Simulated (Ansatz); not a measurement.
MgAl₂O₄:
```yaml
crystal:
  lattice:
    - [0.00000, 4.05254, 4.05254]
    - [4.05254, 0.00000, 4.05254]
    - [4.05254, 4.05254, 0.00000]
  atoms:
    - { symbol: Mg, position: [0.75000, 0.75000, 0.75000] }
    - { symbol: Mg, position: [0.50000, 0.50000, 0.50000] }
    - { symbol: Al, position: [0.62500, 0.12500, 0.12500] }
    - { symbol: Al, position: [0.12500, 0.12500, 0.62500] }
    - { symbol: Al, position: [0.12500, 0.62500, 0.12500] }
    - { symbol: Al, position: [0.12500, 0.12500, 0.12500] }
    - { symbol: O, position: [0.36145, 0.36145, 0.36145] }
    - { symbol: O, position: [0.33435, 0.88855, 0.88855] }
    - { symbol: O, position: [0.36145, 0.36145, 0.91565] }
    - { symbol: O, position: [0.88855, 0.33435, 0.88855] }
    - { symbol: O, position: [0.91565, 0.36145, 0.36145] }
    - { symbol: O, position: [0.88855, 0.88855, 0.88855] }
    - { symbol: O, position: [0.36145, 0.91565, 0.36145] }
    - { symbol: O, position: [0.88855, 0.88855, 0.33435] }
```

Relaxed with PBEsol. Special points in fractions of this cell's reciprocal vectors: Γ (0.000, 0.000, 0.000); X (0.500, 0.000, 0.500); U (0.625, 0.250, 0.625); K (0.375, 0.375, 0.750); L (0.500, 0.500, 0.500); W (0.500, 0.250, 0.750).

Task: List the band energies nearest the valence-band maximum at these points for DFT-PBEsol in the program Ansatz with PAW potentials.

Result: In eV from the valence-band maximum; about four levels below and three above (degenerate sets whole), none deeper than 8.9 eV; points with the same levels are listed once.

```
k                                below                above
-  -----------------------------------  -------------------
Γ  -0.42 -0.42 -0.42 -0.01 -0.01 -0.01  5.21 8.08 8.08 8.08
X              -0.54 -0.54 -0.24 -0.24  8.21 8.21 9.33 9.33
U              -0.76 -0.59 -0.47 -0.15       8.21 8.37 8.79
L              -0.42 -0.42 -0.10 -0.10  7.50 7.58 9.20 9.20
W              -0.65 -0.65 -0.33 -0.33  8.38 8.38 9.08 9.08
```

Space group Fd-3m (spinel). The PBEsol relaxation kept the symmetry of its start.

Potentials: the earlier of the program's two PAW sets. The files were generated under PBE; for other functionals the program regenerates the frozen cores, and for LDA and PBEsol the local potential too.
